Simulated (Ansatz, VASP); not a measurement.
**Cs: VASP beside Ansatz**

File INCAR:

```
SYSTEM = Cs
PREC = Accurate ; ENCUT = 520
EDIFF = 1E-7 ; ISMEAR = -1
SIGMA = 0.05 ; LREAL = .False.
LASPH = .True. ; NELM = 100
ALGO = Normal ; ISIF = 2
LWAVE = .False. ; LCHARG = .False.
GGA = PE ; NBANDS = 16
```

KPOINTS

```
Automatic mesh
0
Gamma
  7 7 7
  0 0 0
```

The input POSCAR:

```
Cs
1.0
   -2.5538463026      2.5538463026      9.5960667852
    2.5538463026     -2.5538463026      9.5960667852
    2.5538463026      2.5538463026     -9.5960667852
Cs
2
Direct
    0.5000000000      0.5000000000      0.0000000000
    0.2500000000      0.7500000000      0.5000000000
```

input.yaml

```yaml
crystal:
  lattice:
    - [-2.5538463026, 2.5538463026, 9.5960667852]
    - [2.5538463026, -2.5538463026, 9.5960667852]
    - [2.5538463026, 2.5538463026, -9.5960667852]
  atoms:
    - { symbol: Cs, position: [0.5, 0.5, 0.0] }
    - { symbol: Cs, position: [0.25, 0.75, 0.5] }
hamiltonian:
  xc: pbe
  pseudopotentials: { kind: paw }
kpoints:
  mp_grid: { grid: [7, 7, 7] }
scf:
  occupations: { method: fermi_dirac, width: 0.05 }
output:
  forces: true
  stress: true
  eigenvalues: true
```

This isn't the form of Cs at room conditions, which is bcc.

Alike in both runs: task single point; functional PBE; k mesh 7 × 7 × 7; occupations fermi-dirac, width 0.05 eV; no spin polarisation.

|  | VASP | Ansatz |
| --- | --- | --- |
| version | VASP 6.6.1 | Ansatz 0.2.0 |
| potentials or method | VASP PAW PBE potentials, release 64 (Cs_sv) | Ansatz PAW |
| plane-wave cutoff (eV) | 520 | 420 |
| valence electrons in the cell | 18 | 18 |

|  | VASP | Ansatz | Ansatz less VASP |
| --- | --- | --- | --- |
| gap on the k mesh at the Fermi level (eV) | none | none | - |
| pressure (GPa) | 0.0 | 0.0 | +0.01 |
| largest component of the traceless stress (GPa) | 0.08 | 0.08 | 0.000 |

A gap of «none» marks a metal or a gap that the smearing closes.

The runs have no spin-orbit coupling, so splittings on Cs are missing.
